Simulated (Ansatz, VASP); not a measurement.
**Two plane-wave programs on Rb**

```xyz
1
Lattice="-3.0305 3.0305 2.5815 3.0305 -3.0305 2.5815 3.0305 3.0305 -2.5815" Properties=species:S:1:pos:R:3 pbc="T T T"
Rb    0.0000    0.0000    0.0000
```

Change from the starting cell: strain +0.080 along x and y, -0.080 along z, atoms carried along.

Alike in both runs: task single point; functional PBEsol; k mesh 12 × 12 × 12; occupations gaussian, width 0.15 eV; no spin polarisation.

|  | VASP | Ansatz |
| --- | --- | --- |
| version | VASP 6.6.1 | Ansatz 0.2.0 |
| potentials or method | VASP PAW PBE potentials, release 64 (Rb_sv) | scalar-relativistic, plane waves, PAW |
| plane-wave cutoff (eV) | 520 | 420 |
| valence electrons in the cell | 9 | 9 |

|  | VASP | Ansatz | Ansatz less VASP |
| --- | --- | --- | --- |
| gap on the k mesh at the Fermi level (eV) | none | none | - |
| pressure (GPa) | -0.2 | -0.2 | 0.00 |
| largest component of the traceless stress (GPa) | 0.11 | 0.11 | 0.000 |

A gap of «none» marks a metal or a gap that the smearing closes.

Caveats: the PAW data sets were made with another functional, which shifts forces and pressure a little (VASP).
